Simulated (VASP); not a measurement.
# CdSe in VASP: further runs

CdSe is run at these levels: PBEsol; tasks: single point, relaxation of the atoms.

All numbers are computed with VASP 6.6.1; they aren't measurements. Logs are shortened: lines on timing, memory, paths and dates and some standing lists are left out, and cuts for length are marked.

**The experiment to reproduce.**

From a printed reference work, data compilation, for a bulk crystal of CdSe at 2 K: band gap 1.841 eV.

How close the calculation comes is told below.

## 1. The cell of the first run

Symmetry: P6_3mc, No. 186, hexagonal system. Conventional cell: a = 4.301 Å, b = 4.301 Å, c = 7.058 Å, α = 90.00°, β = 90.00°, γ = 120.00°. Cd (site symmetry 3m) has 4 Se at 2.64 Å within 3.5 Å. Se (site symmetry 3m) has 4 Cd at 2.64 Å within 3.5 Å.

## 2. Single point, PBEsol (z stretched by +0.5 %, x and y held)

Contents of INCAR:

```
PREC = Accurate ; ENCUT = 520
EDIFF = 1E-6 ; ISMEAR = 0
SIGMA = 0.01 ; LREAL = F
LASPH = T ; NELM = 60
ALGO = Normal ; ISIF = 2
LWAVE = F ; LCHARG = T
GGA = PS ; LELF = T
LVHAR = T ; NBANDS = 26
```

Contents of KPOINTS:

```
regular mesh
0
Gamma
  6 6 4
```

Contents of POSCAR:

```
CdSe
1.0
    4.3009830028      0.0000000000      0.0000000000
   -2.1504915014      3.7247605417      0.0000000000
    0.0000000000      0.0000000000      7.0576607305
Cd Se
2 2
Direct
    0.3333333333      0.6666666667      0.0052099677
    0.6666666667      0.3333333333      0.5052099677
    0.3333333333      0.6666666667      0.3797900323
    0.6666666667      0.3333333333      0.8797900323
```

Potentials or basis: VASP PAW PBE potentials, release 64 (Cd, Se).

On the command line:

```
cat potpaw_PBE.64/Cd/POTCAR potpaw_PBE.64/Se/POTCAR > POTCAR
mpirun -np 1 vasp_std > vasp.out
```

OUTCAR:

```text
PREC = Accurate
   ENCUT = 520
   EDIFF = 1E-6
   ISMEAR = 0
   LREAL = F
   LASPH = T
   NELM = 60
   ISIF = 2
   GGA = PS

 ion  position               nearest neighbor table
   1  0.333  0.667  0.005-   4 2.64   4 2.64   4 2.64   3 2.64
   2  0.667  0.333  0.505-   3 2.64   3 2.64   3 2.64   4 2.64
   3  0.333  0.667  0.380-   2 2.64   2 2.64   2 2.64   1 2.64
   4  0.667  0.333  0.880-   1 2.64   1 2.64   1 2.64   2 2.64

  LATTYP: Found a hexagonal cell.
 ALAT       =     4.3009830028
 C/A-ratio  =     1.6409413211

  Lattice vectors:

 A1 = (   4.3009830028,   0.0000000000,   0.0000000000)
 A2 = (  -2.1504915014,   3.7247605417,   0.0000000000)
 A3 = (   0.0000000000,   0.0000000000,   7.0576607305)

Analysis of symmetry for initial positions (statically):
=====================================================================
 Subroutine PRICEL returns:
 Original cell was already a primitive cell.

 Routine SETGRP: Setting up the symmetry group for a
 hexagonal supercell.

 Subroutine GETGRP returns: Found 12 space group operations
 (whereof  6 operations were pure point group operations)
 out of a pool of 24 trial point group operations.

The static configuration has the point symmetry C_3v.
 The point group associated with its full space group is C_6v.

Analysis of symmetry for dynamics (positions and initial velocities):
=====================================================================
 Subroutine PRICEL returns:
 Original cell was already a primitive cell.

 Routine SETGRP: Setting up the symmetry group for a
 hexagonal supercell.

 Subroutine GETGRP returns: Found 12 space group operations
 (whereof  6 operations were pure point group operations)
 out of a pool of 24 trial point group operations.

The dynamic configuration has the point symmetry C_3v.
 The point group associated with its full space group is C_6v.

 Subroutine INISYM returns: Found 12 space group operations
 (whereof  6 operations are pure point group operations),
 and found     1 'primitive' translations

----------------------------------------------------------------------------------------

                                     Primitive cell

  volume of cell :     113.0647

  direct lattice vectors                    reciprocal lattice vectors
     4.300983003  0.000000000  0.000000000     0.232504988  0.134236817  0.000000000
    -2.150491501  3.724760542  0.000000000     0.000000000  0.268473634  0.000000000
     0.000000000  0.000000000  7.057660731     0.000000000  0.000000000  0.141690007

  length of vectors
     4.300983003  4.300983003  7.057660731     0.268473634  0.268473634  0.141690007

  position of ions in fractional coordinates (direct lattice)
     0.333333333  0.666666667  0.005209968
     0.666666667  0.333333333  0.505209968
     0.333333333  0.666666667  0.379790032
     0.666666667  0.333333333  0.879790032

  ion indices of the primitive-cell ions
   primitive index   ion index
                 1           1
                 2           2
                 3           3
                 4           4

----------------------------------------------------------------------------------------

 KPOINTS: regular mesh

Automatic generation of k-mesh.
 Grid dimensions read from file:
 generate k-points for:    6    6    4

 Generating k-lattice:

  Cartesian coordinates                     Fractional coordinates (reciprocal lattice)
     0.038750831  0.022372803  0.000000000     0.166666667  0.000000000  0.000000000
     0.000000000  0.044745606  0.000000000     0.000000000  0.166666667  0.000000000
     0.000000000  0.000000000  0.035422502     0.000000000  0.000000000  0.250000000

  Length of vectors
     0.044745606  0.044745606  0.035422502

  Shift w.r.t. Gamma in fractional coordinates (k-lattice)
     0.000000000  0.000000000  0.000000000

 Subroutine IBZKPT returns following result:
 ===========================================

 Found     21 irreducible k-points:

 Following reciprocal coordinates:
            Coordinates               Weight
  0.000000  0.000000  0.000000      1.000000
  0.166667  0.000000  0.000000      6.000000
  0.333333  0.000000  0.000000      6.000000
  0.500000  0.000000  0.000000      3.000000
  0.166667  0.166667  0.000000      6.000000
  0.333333  0.166667  0.000000     12.000000
[... 13 lines left out ...]
  0.333333  0.166667  0.500000     12.000000
  0.333333  0.333333  0.500000      2.000000
   k-points           NKPTS =     21   k-points in BZ     NKDIM =     21   number of bands    NBANDS=     26
   number of dos      NEDOS =    301   number of ions     NIONS =      4
   total plane-waves  NPLWV =  55296
   dimension x,y,z NGX =    32 NGY =   32 NGZ =   54
   dimension x,y,z NGXF=    64 NGYF=   64 NGZF=  108
   ions per type =               2   2
   NGX,Y,Z   is equivalent  to a cutoff of  12.37, 12.37, 12.72 a.u.
   NGXF,Y,Z  is equivalent  to a cutoff of  24.74, 24.74, 25.44 a.u.
 SYSTEM =  unknown system
   PREC   = accura    normal or accurate (medium, high low for compatibility)
   ISTART =      0    job   : 0-new  1-cont  2-samecut
   ICHARG =      2    charge: 1-file 2-atom 10-const
   ISPIN  =      1    spin polarized calculation?
   LNONCOLLINEAR =      F non collinear calculations
   LSORBIT =      F    spin-orbit coupling
   LASPH  =      T    aspherical Exc in radial PAW
   ENCUT  =  520.0 eV  38.22 Ry    6.18 a.u.   8.00  8.00 13.12*2*pi/ulx,y,z
   NELM   =     60;   NELMIN=  2; NELMDL= -5     # of ELM steps
   EDIFF  = 0.1E-05   stopping-criterion for ELM
   LREAL  =      F    real-space projection
   EDIFFG = 0.1E-04   stopping-criterion for IOM
   NSW    =      0    number of steps for IOM
   IBRION =     -1    ionic relax: 0-MD 1-quasi-New 2-CG
   NFREE  =      0    steps in history (QN), initial steepest desc. (CG)
   ISIF   =      2    stress and relaxation
   ISYM   =      2    0-nonsym 1-usesym 2-fastsym
   POTIM  = 0.5000    time-step for ionic-motion
   TEBEG  =    0.0;   TEEND  =   0.0 temperature during run
   PSTRESS=    0.0 pullay stress
   NELECT =      36.0000    total number of electrons
   NUPDOWN=      -1.0000    fix difference up-down
   EMIN   =  10.00;   EMAX   =-10.00  energy-range for DOS
   EFERMI =   0.00;   METHOD = LEGACY
   ISMEAR =     0;   SIGMA  =   0.01  broadening in eV -4-tet -1-fermi 0-gaus
   EFERMI_NEDOS =   21; number of points for ismear=-14 and -15
   IALGO  =     38    algorithm
   IMIX   =      4    mixing-type and parameters
     AMIX     =   0.40;   BMIX     =  1.00
     AMIX_MAG =   1.60;   BMIX_MAG =  1.00
  volume/ion in A,a.u.               =      28.27       190.75
  Fermi-wavevector in a.u.,A,eV,Ry     =   1.117893  2.112511 17.002978  1.249684
  Thomas-Fermi vector in A             =   2.254519
   LORBIT       =      0    0 simple, 1 ext, 2 COOP (PROOUT), +10 PAW based schemes
   GGA     = PS    functional components
   LHFCALC =     F    Hartree Fock is set to
   AEXX    =    0.0000 exact exchange contribution
   IVDW    =     0    specifies the selected vdW correction
   LEPSILON=     F    determine dielectric tensor
   LRPA    =     F    only Hartree local field effects (RPA)
 non-spin polarized calculation
 Gauss-broadening in eV      SIGMA  =   0.01
  energy-cutoff  :      520.00
  volume of cell :      113.06
 maximum number of plane-waves:      3068
 NGX is ok and might be reduce to    32
   NGX = 15   NGY = 15   NGZ = 27

 number of electron      35.9999989 magnetization

 Free energy of the ion-electron system (eV)
  ---------------------------------------------------
  ext. energy  EPLUGINS =         0.00000000
  ---------------------------------------------------
  free energy    TOTEN  =       -12.34709752 eV

  energy without entropy =      -12.34709752  energy(sigma->0) =      -12.34709752

 E-fermi :   0.8384     XC(G=0):  -9.0688

 val. band max:        0.7884288417   @ k =   0.0000   0.0000   0.0000
 cond. band min:       1.3072609378   @ k =   0.0000   0.0000   0.0000
 fundamental gap:      0.5188320961
 Fermi energy:         0.8383901403

 k-point     1 :       0.0000    0.0000    0.0000
  band No.  band energies     occupation
      1     -11.8229      2.00000
      2     -11.4452      2.00000
      3      -7.1146      2.00000
      4      -7.1050      2.00000
      5      -7.1050      2.00000
      6      -7.0373      2.00000
[... 18 lines left out ...]
     25       7.7389      0.00000
     26       8.3121      0.00000

 k-point     2 :       0.1667    0.0000    0.0000
  band No.  band energies     occupation
      1     -11.7393      2.00000
      2     -11.4073      2.00000
      3      -7.0878      2.00000
      4      -7.0765      2.00000
      5      -7.0432      2.00000
      6      -6.9987      2.00000
[... 18 lines left out ...]
     25       7.8942      0.00000
     26       8.3636      0.00000

 k-point     3 :       0.3333    0.0000    0.0000
  band No.  band energies     occupation
      1     -11.5570      2.00000
      2     -11.3429      2.00000
      3      -7.0433      2.00000
      4      -7.0319      2.00000
      5      -6.9296      2.00000
      6      -6.9158      2.00000
[... 18 lines left out ...]
     25       8.4721      0.00000
     26       8.9153      0.00000

 k-point     4 :       0.5000    0.0000    0.0000
  band No.  band energies     occupation
      1     -11.4476      2.00000
      2     -11.3272      2.00000
      3      -7.0285      2.00000
      4      -7.0175      2.00000
      5      -6.8782      2.00000
      6      -6.8621      2.00000
[... 18 lines left out ...]
     25       8.5810      0.00000
     26      10.3672      0.00000

 k-point     5 :       0.1667    0.1667    0.0000
  band No.  band energies     occupation
      1     -11.6056      2.00000
      2     -11.3568      2.00000
      3      -7.0495      2.00000
      4      -7.0429      2.00000
      5      -6.9505      2.00000
      6      -6.9491      2.00000
[... 18 lines left out ...]
     25       8.4955      0.00000
     26       8.6552      0.00000

 k-point     6 :       0.3333    0.1667    0.0000
  band No.  band energies     occupation
      1     -11.4492      2.00000
      2     -11.3274      2.00000
      3      -7.0399      2.00000
      4      -6.9955      2.00000
      5      -6.8932      2.00000
      6      -6.8830      2.00000
[... 340 lines left out ...]
 k-point    18 :       0.5000    0.0000    0.5000
  band No.  band energies     occupation
      1     -11.3808      2.00000
      2     -11.3808      2.00000
      3      -6.9989      2.00000
      4      -6.9989      2.00000
      5      -6.9450      2.00000
      6      -6.9450      2.00000
[... 18 lines left out ...]
     25       8.6195      0.00000
     26       8.6195      0.00000

 k-point    19 :       0.1667    0.1667    0.5000
  band No.  band energies     occupation
      1     -11.4765      2.00000
      2     -11.4765      2.00000
      3      -7.0076      2.00000
      4      -7.0076      2.00000
      5      -6.9863      2.00000
      6      -6.9863      2.00000
[... 18 lines left out ...]
     25       8.1988      0.00000
     26       8.1988      0.00000

 k-point    20 :       0.3333    0.1667    0.5000
  band No.  band energies     occupation
      1     -11.3816      2.00000
      2     -11.3816      2.00000
      3      -6.9823      2.00000
      4      -6.9823      2.00000
      5      -6.9514      2.00000
      6      -6.9514      2.00000
[... 18 lines left out ...]
     25       8.6714      0.00000
     26       8.6714      0.00000

 k-point    21 :       0.3333    0.3333    0.5000
  band No.  band energies     occupation
      1     -11.3507      2.00000
      2     -11.3507      2.00000
      3      -6.9592      2.00000
      4      -6.9592      2.00000
      5      -6.9517      2.00000
      6      -6.9517      2.00000
[... 18 lines left out ...]
     25       9.5362      0.00000
     26       9.5364      0.00000

------------------------ aborting loop because EDIFF is reached ----------------------------------------

  FORCE on cell =-STRESS in cart. coord.  units (eV):
  Direction    XX          YY          ZZ          XY          YZ          ZX
  --------------------------------------------------------------------------------------
  -------------------------------------------------------------------------------------
  Total        0.1291158      0.1291158     -0.0672455      0.0000000      0.0000000      0.0000000
  in kB        1.8296287      1.8296287     -0.9528998      0.0000000      0.0000000      0.0000000
  external PRESSURE =       0.9021192 kB  Pullay stress =       0.0000000 kB

 VOLUME and BASIS-vectors are now :
 -----------------------------------------------------------------------------
  energy-cutoff  :      520.00
  volume of cell :      113.06
      direct lattice vectors                 reciprocal lattice vectors
     4.300983003  0.000000000  0.000000000     0.232504988  0.134236817  0.000000000
    -2.150491501  3.724760542  0.000000000     0.000000000  0.268473634  0.000000000
     0.000000000  0.000000000  7.057660731     0.000000000  0.000000000  0.141690007

 POSITION                                       TOTAL-FORCE (eV/Angst)
 -----------------------------------------------------------------------------------
     -0.00000      2.48317      0.03677         0.000000     -0.000000      0.003355
      2.15049      1.24159      3.56560        -0.000000      0.000000      0.003355
     -0.00000      2.48317      2.68043        -0.000000      0.000000     -0.003355
      2.15049      1.24159      6.20926         0.000000      0.000000     -0.003355
 -----------------------------------------------------------------------------------
    total drift:                               -0.000000     -0.000000      0.000206

  FREE ENERGIE OF THE ION-ELECTRON SYSTEM (eV)
  ---------------------------------------------------
  free  energy   TOTEN  =       -12.3470975196 eV

  energy  without entropy=      -12.3470975196  energy(sigma->0) =      -12.34709752
```

Run time: 43 s. Hardware: 1 thread of Intel Xeon Platinum 8488C (Sapphire Rapids), shared host; peak memory 0.25 GiB.

What came out:

| Quantity | Value |
| --- | --- |
| Free energy | -12.3471 eV |
| Pressure | 0.1 GPa |
| Largest force | 0.003 eV/Å |
| Band gap on the k mesh | 0.52 eV |

Forces in eV/Å, atoms in the order of the input:
```
Cd   0.000  0.000  0.003
Cd   0.000  0.000  0.003
Se   0.000  0.000 -0.003
Se   0.000  0.000 -0.003
```

Stress tensor (GPa, compression positive):
```
 0.18  0.00  0.00
 0.00  0.18  0.00
 0.00  0.00 -0.10
```

Caveat: the cell differs from its parent crystal (z stretched by +0.5 %, x and y held); semilocal functionals underestimate gaps, and a narrow one can read as zero; the PAW data sets were made with another functional, which shifts forces and pressure a little.

## 3. Single point, PBEsol

This run uses another cell than the first one, of 28.55 Å³/atom.

Contents of INCAR:

```
SYSTEM = CdSe
  PREC = Accurate
  ENCUT = 520
  EDIFF = 1E-6
  ISMEAR = 0
  SIGMA = 0.01
  LREAL = .False.
  LASPH = .True.
  NELM = 80
  ALGO = Normal
  ISIF = 2
  LWAVE = .False.
  LCHARG = .False.
  GGA = PS
  NBANDS = 26
```

Contents of KPOINTS:

```
Automatic mesh
0
Gamma
  6 6 4
  0 0 0
```

Contents of POSCAR:

```
CdSe
1.0
    4.3224879178      0.0000000000      0.0000000000
   -2.1612439589      3.7433843444      0.0000000000
    0.0000000000      0.0000000000      7.0576607305
Cd Se
2 2
Direct
    0.3333333333      0.6666666667      0.0047026406
    0.6666666667      0.3333333333      0.5047026406
    0.3333333333      0.6666666667      0.3802973594
    0.6666666667      0.3333333333      0.8802973594
```

Potentials or basis: VASP PAW PBE potentials, release 64 (Cd, Se).

On the command line:

```
cat potpaw_PBE.64/Cd/POTCAR potpaw_PBE.64/Se/POTCAR > POTCAR
mpirun -np 1 vasp_std > vasp.out
```

It took 44 s on 1 thread of Intel Xeon Platinum 8488C (Sapphire Rapids), shared host; peak memory 0.24 GiB.

It converged, with:

| Quantity | Value |
| --- | --- |
| Free energy | -12.3463 eV |
| Pressure | -0.4 GPa |
| Band gap on the k mesh | 0.51 eV |

Levels at points of the mesh, in eV from the valence-band top:
```
           k point  band 16  band 17  band 18  band 19  band 20  band 21
(0.00, 0.00, 0.00)    -0.05     0.00     0.00     0.51     2.08     5.78
(0.50, 0.00, 0.00)    -1.83    -1.33    -0.75     3.09     3.23     4.66
(0.00, 0.00, 0.50)    -0.39    -0.39    -0.39     2.25     2.25     5.72
(0.50, 0.00, 0.50)    -1.36    -1.33    -1.33     2.81     2.81     4.75
```

Caveat: semilocal functionals underestimate gaps, and a narrow one can read as zero; the PAW data sets were made with another functional, which shifts forces and pressure a little.

## 4. Single point, PBEsol (equal xy, yz and zx engineering shears of -0.5 %)

Contents of INCAR:

```
SYSTEM = CdSe
ALGO = Normal
EDIFF = 1E-6
ENCUT = 520
GGA = PS
ISIF = 2
ISMEAR = 0
LASPH = .True.
LCHARG = .False.
LREAL = .False.
LWAVE = .False.
NBANDS = 26
NELM = 100
PREC = Accurate
SIGMA = 0.01
```

Contents of KPOINTS:

```
k-points
0
Gamma
  6 6 4
  0 0 0
```

Contents of POSCAR:

```
CdSe
1.0
    4.3009830028     -0.0107524575     -0.0107524575
   -2.1598034028      3.7301367704     -0.0039356726
   -0.0175563700     -0.0175563700      7.0225479905
Cd Se
2 2
Direct
    0.3337166971      0.6671722769      0.0047125840
    0.6676889794      0.3338567748      0.5047139051
    0.3341994002      0.6661679403      0.3802919052
    0.6643949233      0.3328030080      0.8802816057
```

On the command line:

```
cat potpaw_PBE.64/Cd/POTCAR potpaw_PBE.64/Se/POTCAR > POTCAR
mpirun -np 1 vasp_std > vasp.out
```

Run time: 2.2 min. Hardware: 1 thread of Intel Xeon Platinum 8488C (Sapphire Rapids), shared host; peak memory 0.34 GiB.

It converged, with:

| Quantity | Value |
| --- | --- |
| Free energy | -12.3463 eV |
| Pressure | 0.4 GPa |
| Band gap on the k mesh | 0.53 eV |

Stress tensor (GPa, compression positive):
```
0.37 0.07 0.06
0.07 0.37 0.06
0.06 0.06 0.33
```

Levels at points of the mesh, in eV from the valence-band top:
| k point | band 15 | band 16 | band 17 | band 18 | band 19 | band 20 | band 21 | band 22 |
| --- | --- | --- | --- | --- | --- | --- | --- | --- |
| (0.00, 0.00, 0.00) | -0.77 | -0.07 | -0.02 | 0.00 | 0.53 | 2.09 | 5.74 | 5.79 |
| (0.50, 0.00, 0.00) | -2.72 | -1.92 | -1.37 | -0.79 | 3.09 | 3.19 | 4.62 | 6.07 |
| (0.00, 0.50, 0.00) | -2.72 | -1.90 | -1.38 | -0.78 | 3.11 | 3.21 | 4.64 | 6.04 |
| (0.50, 0.50, 0.00) | -2.72 | -1.88 | -1.39 | -0.76 | 3.14 | 3.24 | 4.67 | 6.02 |
| (0.00, 0.00, 0.50) | -0.43 | -0.43 | -0.41 | -0.40 | 2.26 | 2.26 | 5.73 | 5.73 |
| (0.50, 0.00, 0.50) | -1.42 | -1.40 | -1.40 | -1.38 | 2.79 | 2.82 | 4.70 | 4.76 |
| (0.00, 0.50, 0.50) | -1.42 | -1.39 | -1.38 | -1.37 | 2.80 | 2.82 | 4.72 | 4.76 |
| (0.50, 0.50, 0.50) | -1.41 | -1.40 | -1.36 | -1.36 | 2.81 | 2.82 | 4.74 | 4.76 |

Caveat: the cell differs from its parent crystal (equal xy, yz and zx engineering shears of -0.5 %); semilocal functionals underestimate gaps, and a narrow one can read as zero; the PAW data sets were made with another functional, which shifts forces and pressure a little.

(Continued in part 2 of 2.)
